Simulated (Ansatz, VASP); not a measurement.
# Two plane-wave programs on KCl

File INCAR:

```
SYSTEM = KCl
ALGO = Normal ; EDIFF = 1E-7
ENCUT = 520 ; GGA = PE
ISIF = 2 ; ISMEAR = 0
LASPH = .True. ; LCHARG = .True.
LELF = .True. ; LREAL = .False.
LVHAR = .True. ; LWAVE = .False.
NBANDS = 15 ; NELM = 60
PREC = Accurate ; SIGMA = 0.01
```

KPOINTS

```
k-points
0
Gamma
  6 6 6
  0 0 0
```

File POSCAR:

```
KCl
1.0
    0.0000000000      3.6030269205      3.6030269205
    3.6030269205      0.0000000000      3.6030269205
    3.6030269205      3.6030269205      0.0000000000
K Cl
1 1
Direct
    0.0000000000      0.0000000000      0.0000000000
    0.2500000000      0.2500000000      0.2500000000
```

Input for Ansatz:

```yaml
crystal:
  lattice:
    - [0.0, 3.6030269205, 3.6030269205]
    - [3.6030269205, 0.0, 3.6030269205]
    - [3.6030269205, 3.6030269205, 0.0]
  atoms:
    - { symbol: K, position: [0.0, 0.0, 0.0] }
    - { symbol: Cl, position: [0.25, 0.25, 0.25] }
kpoints:
  mp_grid: { grid: [6, 6, 6] }
hamiltonian:
  xc: pbe
scf:
  occupations: { method: fixed }
  n_extra_bands: 4
output:
  forces: true
  stress: true
  eigenvalues: true
```

Alike in both runs: task single point; functional PBE; k mesh 6 × 6 × 6; no spin polarisation.

|  | VASP | Ansatz |
| --- | --- | --- |
| version | VASP 6.6.1 | Ansatz 0.2.0 |
| potentials or method | VASP PAW PBE potentials, release 64 (K_sv, Cl) | plane waves, PAW |
| plane-wave cutoff (eV) | 520 | 420 |
| occupations | gaussian, width 0.01 eV | fixed |
| valence electrons in the cell | 16 | 16 |

```tsv
	VASP	Ansatz	Ansatz less VASP
gap on the k mesh at the Fermi level (eV)	4.61	4.61	+0.001
pressure (GPa)	-0.6	-0.6	0.00
```

A k mesh can miss the band edges.
